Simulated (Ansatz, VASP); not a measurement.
## PtSe2 (Sudovikovite) in VASP and in Ansatz

Contents of INCAR:

```
SYSTEM = PtSe2
PREC     = Accurate       ! precision mode
ENCUT    = 520            ! plane-wave cutoff, eV
EDIFF    = 1E-6           ! SCF threshold, eV
ISMEAR   = -1             ! smearing method
SIGMA    = 0.15           ! smearing width, eV
LREAL    = .FALSE.        ! projectors in reciprocal space
LASPH    = .TRUE.         ! aspherical terms in the spheres
NELM     = 80             ! most SCF steps
ALGO     = Normal         ! electronic algorithm
ISIF     = 2              ! what is computed and relaxed
LWAVE    = .FALSE.        ! write WAVECAR
LCHARG   = .TRUE.         ! write CHGCAR
GGA      = PE             ! functional
LELF     = .TRUE.         ! ELF
LVHAR    = .TRUE.       
NBANDS   = 18             ! bands
```

Contents of KPOINTS:

```
Automatic mesh
0
G
  9 9 6
  0 0 0
```

File POSCAR:

```
PtSe2
1.0
    3.7240000000      0.0000000000      0.0000000000
   -1.8620000000      3.2250786037      0.0000000000
    0.0000000000      0.0000000000      5.0620000000
Pt Se
1 2
Direct
    0.0000000000      0.0000000000      0.0000000000
    0.3333330000      0.6666670000      0.2500000000
    0.6666670000      0.3333330000      0.7500000000
```

Input for Ansatz:

```yaml
crystal:
  lattice:
    - [3.724, 0.0, 0.0]
    - [-1.8619999999999992, 3.22507860369325, 0.0]
    - [0.0, 0.0, 5.062]
  atoms:
    - { symbol: Pt, position: [0.0, 0.0, 0.0] }
    - { symbol: Se, position: [0.33333299999999993, 0.666667, 0.25] }
    - { symbol: Se, position: [0.6666670000000001, 0.333333, 0.75] }
basis:
  ecutwfc: 525.0
kpoints:
  mp_grid:
    grid: [9, 9, 6]
    shift: [0.0, 0.0, 0.0]
scf:
  occupations:
    method: fermi_dirac
    width: 0.15
output:
  forces: true
  stress: true
```

Alike in both runs: task single point; functional PBE; k mesh 9 × 9 × 6; occupations fermi-dirac, width 0.15 eV; no spin polarisation.

|  | VASP | Ansatz |
| --- | --- | --- |
| version | VASP 6.6.1 | Ansatz 0.2.0 |
| potentials or method | VASP PAW PBE potentials, release 64 (Pt, Se) | plane waves, PAW |
| plane-wave cutoff (eV) | 520 | 525 |
| valence electrons in the cell | 22 | 50 |

VASP gave:

```
pressure (GPa)                                  : 7.3
largest component of the traceless stress (GPa) : 1.46
rms of the force components (eV/Å)              : 0.279
```

Q: What did Ansatz give for the same quantities?

A: Pressure (GPa): 7.3; largest component of the traceless stress (GPa): 1.45; rms of the force components (eV/Å): 0.277.

Atom by atom the forces differ by 0.003 eV/Å (rms over components). The functional is the same, so the differences come from potentials, cutoffs and numerics. The two sets of potentials don't hold the same shells in valence. Ansatz warned: «structure_snapped_to_symmetry».

Spin-orbit coupling is left out, which matters for the levels of Pt.
